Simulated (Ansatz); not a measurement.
# CoO (Fm-3m) in Ansatz: single point with r2SCAN

Aim: the single point of CoO with r2SCAN.

Everything below comes from runs of Ansatz 0.2.0. Logs are shortened: lines on timing, memory, paths and dates and some standing lists are left out, and cuts for length are marked.

### Step 1. The cell of the first run

It takes space group Fm-3m (No. 225, cubic). Conventional cell: a = 4.263 Å, b = 4.263 Å, c = 4.263 Å, α = 90.00°, β = 90.00°, γ = 90.00°. Around Co (site symmetry m-3m) lie 6 O at 2.13 Å. Around O (site symmetry m-3m) lie 6 Co at 2.13 Å.

### Step 2. Single point, r2SCAN (another cell of the same crystal, with 4 atoms)

Contents of input.yaml:

```yaml
crystal:
  lattice:
    - [2.1315, 2.1315, 4.263]
    - [2.1315, -2.1315, 0.0]
    - [2.1315, 2.1315, 0.0]
  atoms:
    - { symbol: Co, position: [0.0, 0.0, 0.0] }
    - { symbol: Co, position: [0.5, 0.5, 0.0] }
    - { symbol: O, position: [0.5, 0.0, 0.5] }
    - { symbol: O, position: [0.0, 0.5, 0.5] }
hamiltonian:
  xc: r2scan
  pseudopotentials: { kind: paw }
kpoints:
  mp_grid: { grid: [8, 8, 8] }
scf:
  occupations: { method: fermi_dirac, width: 0.05 }
output:
  forces: true
  stress: true
  eigenvalues: true
```

Potentials or basis: Ansatz PAW.

On the command line:

```bash
$ ansatz run input.yaml --threads 2 --pin off --max-ram 5632MiB --backend cpu --events-out ev --progress --plain --runs-dir out
```

Standard output:

```text
Warning: RAYON_NUM_THREADS=2 ignored (pool sized by the plan → 2); use --threads N
Engine: ansatz 0.2.0, aarch64-unknown-linux-gnu
Pseudopotentials: kind: paw
Pseudopotential: Co, paw, valence charge 17, recommended cutoff 500 eV (meta_gga), Co.paw.azcp
Pseudopotential: O, paw, valence charge 6, recommended cutoff 500 eV (meta_gga), O.paw.azcp
Functional definition: r2SCAN
  parameter k0 = 0.174
  parameter k1 = 0.065
  parameter a1 = 4.9479
  exchange = r2scan_x(k0 = k0, k1 = k1, a1 = a1)
  correlation = r2scan_c
Crystal: 4 atoms, lattice volume = 38.736 Å³
Basis set: ecut = 500 eV, 999 PW (Γ), exchange–correlation on 160×96×96 points (64 copies of the dense FFT grid, shifted against one another)
Bands: 28, of which v1, the nominal top of the filled ones, is band 23 counted from 1 (22 counted from 0)
Symmetry: 32 space group operations
Space group: Fm-3m (ITA 225), of the structure as read, at distance tolerance 3.4e-5 Å
k-points: 75 of 512
Non-local potential: Co, projectors of the file, l = 0: 3, l = 1: 2, l = 2: 3, l = 3: 1
Non-local potential: O, projectors of the file, l = 0: 2, l = 1: 2, l = 2: 1
PAW form: soft (Blöchl's): semilocal exchange-correlation on the pseudo side does not see the compensation charge
PAW frozen core: Co, regenerated for the run's functional (the file was generated under x = pbe(κ = 0.804, μ = 0.2195149727645171), c = pbe(β = 0.06672455060314922))
PAW frozen core: O, regenerated for the run's functional (the file was generated under x = pbe(κ = 0.804, μ = 0.2195149727645171), c = pbe(β = 0.06672455060314922))
PAW one-centre angular grid: Co, 590 points (default); XC on 160 Gauss nodes
PAW one-centre angular grid: O, 302 points (default); XC on 160 Gauss nodes
Initial density: superposition of atomic densities (neutral atoms: chi_scale 0, normalization atom), corrected by the library's trained network
Initial wavefunctions: pseudopotential atomic-orbital guess
Functional: x = r2scan, c = r2scan; τ floored in thin density (d = 2e-4 eV/Å³)
SCF iter   1: F=—  HF=-11396.623077 eV  |F-HF|=—  |Δ(HF+E_count)|=         —  Δρ=2.52e-2  dr2=8.40e-2  dr2_τ=3.17e-1  ethr=1.77e-3  ⟨swp⟩=5.5  Hψ=7301  notcnv=0
preconditioner: auto → Kerker (q_TF=auto, 2.808 Å⁻¹)  [metal: Δε(μ)=0.024 eV  Ē_g=8.836 eV  σ=0.050 eV  W_gap=0.12  n_scr=14 (ndim 8)  ℏωp=32.7 eV  f_vac=0.000  D(μ)=5.90/eV (n_scr^D=98)]
SCF iter   2: F=—  HF=-11396.826124 eV  |F-HF|=—  |Δ(HF+E_count)|=   2.03e-1  Δρ=1.61e-2  dr2=3.30e-2  dr2_τ=3.51e-3  ethr=1.83e-4  ⟨swp⟩=2.0  Hψ=4198  notcnv=0  defer=2
SCF iter   3: F=—  HF=-11396.839835 eV  |F-HF|=—  |Δ(HF+E_count)|=   1.37e-2  Δρ=9.35e-3  dr2=1.79e-2  dr2_τ=5.94e-4  ethr=7.17e-5  ⟨swp⟩=2.1  Hψ=4203  notcnv=0  defer=2
SCF iter   4: F=—  HF=-11396.835601 eV  |F-HF|=—  |Δ(HF+E_count)|=   4.23e-3  Δρ=2.47e-3  dr2=1.08e-3  dr2_τ=1.82e-4  ethr=3.89e-5  ⟨swp⟩=2.6  Hψ=3679  notcnv=0  defer=2
SCF iter   5: F=—  HF=-11396.835781 eV  |F-HF|=—  |Δ(HF+E_count)|=   1.80e-4  Δρ=1.63e-3  dr2=9.99e-4  dr2_τ=1.02e-4  ethr=2.36e-6  ⟨swp⟩=2.0  Hψ=3359  notcnv=0  defer=2
SCF iter   6: F=—  HF=-11396.835665 eV  |F-HF|=—  |Δ(HF+E_count)|=   1.17e-4  Δρ=1.03e-3  dr2=4.09e-4  dr2_τ=8.64e-6  ethr=2.17e-6  ⟨swp⟩=1.0  Hψ=2162  notcnv=0  defer=2
SCF iter   7: F=—  HF=-11396.835603 eV  |F-HF|=—  |Δ(HF+E_count)|=   6.21e-5  Δρ=2.44e-4  dr2=2.00e-5  dr2_τ=4.38e-7  ethr=8.90e-7  ⟨swp⟩=2.2  Hψ=2634  notcnv=0  defer=2
SCF iter   8: F=—  HF=-11396.835605 eV  |F-HF|=—  |Δ(HF+E_count)|=   2.34e-6  Δρ=1.27e-4  dr2=5.15e-6  dr2_τ=1.79e-7  ethr=4.35e-8  ⟨swp⟩=1.8  Hψ=2557  notcnv=0  defer=2
SCF iter   9: F=—  HF=-11396.835604 eV  |F-HF|=—  |Δ(HF+E_count)|=   1.07e-6  Δρ=2.15e-5  dr2=1.67e-7  dr2_τ=1.10e-8  ethr=1.12e-8  ⟨swp⟩=2.8  Hψ=4074  notcnv=0  defer=2
SCF iter  10: F=-11396.835604 eV  HF=-11396.835604 eV  |F-HF|=2.13e-9  |Δ(HF+E_count)|=   2.96e-8  Δρ=4.45e-6  dr2=4.86e-9  dr2_τ=1.14e-10  ethr=2.17e-10  ⟨swp⟩=4.3  Hψ=7342  notcnv=0
SCF 1 converged in 10 iterations: F = -11396.835604 eV  dr2 = 4.86e-9
SCF converged after 10 iterations
Free energy (F): -11396.835604 eV
Harris-Foulkes:  -11396.835604 eV  (|F-HF|=2.13e-9)
Internal energy: -11396.789701 eV  (E = F + TS)
E sigma→0 (E₀):  -11396.812653 eV
Entropy (-TS):   -0.045902 eV (-11.476 meV/atom)
Fermi energy:    13.793693 eV
--- Per-component energies (eV) ---
  E_band       = -655.330185
  E_kinetic    = 1240.153676
  E_local      = -6901.042308  (includes V_loc(G=0)·N_el)
  E_nonlocal   = 1034.517336
  E_hartree    = 2844.559292
  E_xc         = -453.148245
  E_vxc        = -656.448364  (∫ρ·V_xc dr)
  E_paw        = -3377.047273  (= ΣΔE_a)
  E_vpaw       = -1102.678964  (= ΣTr[D̂ρ^β])
  E_aug_tail   = 0.002246  (compensation charges beyond the density's cutoff)
  E_vtau       = 41.054086  (kinetic-family band-sum trace: ∫τ·v_τ [+ j·A + Jᵃ·Aᵃ] dr)
  E_ewald      = -5784.130132
  E_core_change = -0.654294  (= ΣΔE_core)
  E_smearing   = -0.045902  (= −TS)
  E_closure    = 0.000000  (closes the sum)
  Σ components = -11396.835604   (vs F -11396.835604, Δ=0.00e0)
--- Forces (eV/Å), atoms counted from 1 ---
  atom   1  Co     0.00000000    -0.00000000    -0.00000000
  atom   2  Co     0.00000000     0.00000000    -0.00000000
  atom   3  O      0.00000000     0.00000000    -0.00000000
  atom   4  O      0.00000000    -0.00000000    -0.00000000
  max |Σ_I F_I| component: 1.25e-28 eV/Å
--- Stress (GPa, compression-positive) ---
      -26.439214       0.000000       0.000000
        0.000000     -26.439214       0.000000
       -0.000000      -0.000000     -26.194297
  P = ⅓ Tr σ = -26.3576 GPa (-263.576 kbar)
--- Band table (eV; the first three rows and the last of 75) ---
  k-point 0: bands = ["-84.5781", "-84.5733", "-46.5043", "-46.4809", "-46.4809", "-46.4681", "-46.4660", "-46.4660", "-7.9399", "-6.7639", "6.4962", "8.8380", "8.8380", "10.0032", "10.0032", "10.0032", "10.7611", "11.7245", "11.7245", "11.7265", "12.8332", "12.8332", "12.8597", "12.8608", "13.2867", "13.7212", "15.2356", "20.5336"]
  k-point 1: bands = ["-84.5775", "-84.5735", "-46.5017", "-46.4826", "-46.4795", "-46.4728", "-46.4679", "-46.4667", "-7.7910", "-6.7715", "6.5392", "8.2632", "8.6851", "8.9557", "9.5390", "9.5390", "11.1922", "11.8820", "11.8833", "11.9610", "12.8046", "12.8492", "13.3572", "13.3582", "13.5977", "13.8810", "16.1726", "20.9683"]
  k-point 2: bands = ["-84.5763", "-84.5739", "-46.5000", "-46.4867", "-46.4822", "-46.4760", "-46.4699", "-46.4686", "-7.4095", "-6.7868", "6.2992", "7.2266", "7.7120", "8.3732", "8.7762", "8.7764", "11.8762", "12.1841", "12.1853", "12.3061", "12.7212", "12.8580", "14.3016", "14.3025", "14.3377", "14.3474", "17.8883", "21.3967"]
  k-point 74: bands = ["-84.5733", "-84.5733", "-46.5022", "-46.5022", "-46.4830", "-46.4830", "-46.4809", "-46.4809", "-6.7639", "-6.7639", "6.4963", "6.4963", "8.8379", "8.8379", "8.8380", "8.8380", "10.7593", "10.7593", "12.8332", "12.8332", "12.8353", "12.8353", "13.2858", "13.2858", "13.7220", "13.7220", "20.5335", "20.5335"]
```

It took 7.3 s on 2 threads of Arm Neoverse V1, shared host; peak memory 0.47 GiB.

What came out:

| Item | Value |
| --- | --- |
| Free energy | -11396.8356 eV |
| Pressure | -26.4 GPa |
| Band gap on the k mesh | none (metal or under the smearing width) |

Caveat: the real-space grid breaks the cell's symmetry a little; the run has no spin polarisation, though such a crystal can be magnetic; semilocal functionals often make such compounds metallic where correlation or magnetic order opens a gap, which also shifts bond lengths; the PAW data sets come from PBE, with cores solved anew for the run's functional, which leaves a small shift of forces and pressure.
